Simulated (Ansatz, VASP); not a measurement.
**BP in VASP and in Ansatz**

```
CELL_PARAMETERS angstrom
0.00000 2.17454 2.35646
2.35646 0.00000 2.35646
2.35646 2.17454 0.00000
ATOMIC_POSITIONS crystal
B 0.00000 0.00000 0.00000
P 0.75000 0.75000 0.75000
```

Alike in both runs: task single point; functional PBE; k mesh 12 × 12 × 12; occupations gaussian, width 0.05 eV; no spin polarisation.

|  | VASP | Ansatz |
| --- | --- | --- |
| version | VASP 6.6.1 | Ansatz 0.2.0 |
| potentials or method | VASP PAW PBE potentials, release 64 (B, P) | scalar-relativistic, plane waves, PAW |
| plane-wave cutoff (eV) | 520 | 520 |
| valence electrons in the cell | 8 | 8 |

VASP gave:

- gap on the k mesh at the Fermi level (eV): 0.13
- least direct gap on the mesh (eV): 2.60
- pressure (GPa): -4.3
- largest component of the traceless stress (GPa): 12.45

Task: Estimate Ansatz's values.

Result: gap on the k mesh at the Fermi level (eV): 0.14; least direct gap on the mesh (eV): 2.61; pressure (GPa): -4.1; largest component of the traceless stress (GPa): 12.44.

A k mesh can miss the band edges.
